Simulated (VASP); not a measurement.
Write the native input for VASP 6.6.1 that does the following.

```
Task                   : single point
Functional             : PBE
Potentials or basis    : VASP PAW PBE potentials, release 64 (Si, O)
Cutoff                 : 520 eV
k mesh                 : 2 × 2 × 2
Occupations            : fermi-dirac, width 0.05 eV
Spin                   : collinear spin, typed start
Starting moments       : [0.0, 0.0, 0.0, 0.0, 0.0, 0.0, 0.0, 0.0, 0.0, 0.0, 0.0, 0.0, 0.0, 0.0, 0.0, 0.0, 1.0] μB
Dipole correction      : no
Further INCAR settings : LREAL = Auto; ALGO = Normal; EDIFF = 1e-06; NBANDS = 53
```

The structure of Si16O (a cell with a defect) lies in POSCAR:

```
Si16O
1.0
    0.0000000000      5.4300000000      5.4300000000
    5.4300000000      0.0000000000      5.4300000000
    5.4300000000      5.4300000000      0.0000000000
Si O
16 1
Direct
    0.0067764132     -0.0122721971      0.0002605231
    0.1107585956      0.1327034453      0.1270008653
   -0.0216739050      0.0195095304      0.5004501445
    0.1178703067      0.1284710573      0.6260011060
   -0.0089264525      0.5019587272      0.0021611426
    0.1265706037      0.6122569392      0.1296233894
   -0.0126797520      0.5030566829      0.5037919553
    0.0979336197      0.6441285859      0.6262182253
    0.4761189171      0.0513587965     -0.0402599485
    0.6332879686      0.0773178383      0.1327141378
    0.4929378568      0.0033741334      0.5043210735
    0.6052264306      0.1819450817      0.5886300597
    0.4996066318      0.4489831294      0.0078595414
    0.6258449027      0.5822585252      0.1194149330
    0.4716248655      0.5533234902      0.4761543293
    0.6123195324      0.6275264161      0.6326928918
    0.5490877651      0.8167849183      0.9392457305
```

The cell was built by a generator and needn't be a form met in nature.

One way to write it, as run:

INCAR

```
SYSTEM = Si16O
PREC = Accurate ; ENCUT = 520
EDIFF = 1E-6 ; ISMEAR = -1
SIGMA = 0.05 ; LREAL = Auto
LASPH = .True. ; NELM = 150
ALGO = Normal ; ISIF = 2
LWAVE = .False. ; LCHARG = .True.
ISPIN = 2 ; MAGMOM = 0 0 0 0 0 0 0 0 0 0 0 0 0 0 0 0 1
LORBIT = 11 ; GGA = PE
LELF = .True. ; LVHAR = .True.
NBANDS = 53
```

KPOINTS

```
regular mesh
0
Gamma
  2 2 2
  0 0 0
```

Potentials or basis: VASP PAW PBE potentials, release 64 (Si, O).

The run is started by

```console
$ cat potpaw_PBE.64/Si/POTCAR potpaw_PBE.64/O/POTCAR > POTCAR
$ mpirun -np 1 vasp_std > vasp.out
```

It gave:

```json
{
  "Pressure": "4.3 GPa",
  "Largest force": "0.075 eV/Å",
  "Band gap on the k mesh": "0.49 eV, direct",
  "Net moment": "0.00 μB per cell",
  "Valence electrons inside the program's atomic spheres": "Si 1.69, 1.72, 1.70, 1.71, 1.68; O 5.17"
}
```

Caveat: the k mesh is coarse (spacing up to 0.50 Å⁻¹), so the values aren't converged.

Wall time 11 min on 1 thread of Intel(R) Xeon(R) 6975P-C (Granite Rapids), with other jobs on the host, peak memory 0.71 GiB.
